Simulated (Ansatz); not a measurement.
**BN: electrons, doping and thermopower**

Plane-wave DFT in Ansatz, PBEsol, scalar-relativistic PAW potentials, cutoff 420 eV, no spin-orbit coupling; no spin polarisation. BN in space group P6_3mc, which needn't be the usual phase of this composition. Boltzmann transport at 300 K in rigid bands with one relaxation time, bands interpolated from the k mesh 12×12×6; values are means over x, y, z.

| electrons (cm⁻³) | size of S (μV/K) | σ/τ (Ω⁻¹ m⁻¹ s⁻¹) |
| --- | --- | --- |
| 10^18 | 442.1 | 6.82e+16 |
| 10^19 | ? | 6.82e+17 |
| 10^20 | 88.7 | 6.75e+18 |
| 10^21 | 20.6 | 6.31e+19 |

Take the lowest doping as non-degenerate: get the effective density of states and the masses, and predict the missing S.

For parabolic bands and one τ, |S| = (k_B/e)(5/2 − η) with k_B/e = 86.17 μV/K and n = N e^η. The first row gives η = -2.63, N = 1.39×10¹⁹ cm⁻³ and, from N = 2.509×10¹⁹ cm⁻³ × m_d^(3/2), a density-of-states mass of 0.67 mₑ (all valleys and bands together). σ/τ = ne²/m_c gives a conductivity mass of 0.41 mₑ; m_d is 1.6 times m_c, the sign of several valleys, several bands or anisotropy. A decade of doping costs (k_B/e) ln 10 = 198.4 μV/K, which predicts 244 μV/K; the run gave 248.5. There η is about -0.3, where Fermi statistics begin to count, but their first corrections to η and to the mean carrier energy nearly cancel, so the rule still holds. At 10^21 cm⁻³ the rule would give -153 μV/K against 20.6: the gas is degenerate there. Scattering that depends on energy changes the 5/2, and whether such doping can be reached wasn't computed.

Cost: about 1.8 core-minutes for the runs cited, on Arm Neoverse V2 (shared hosts).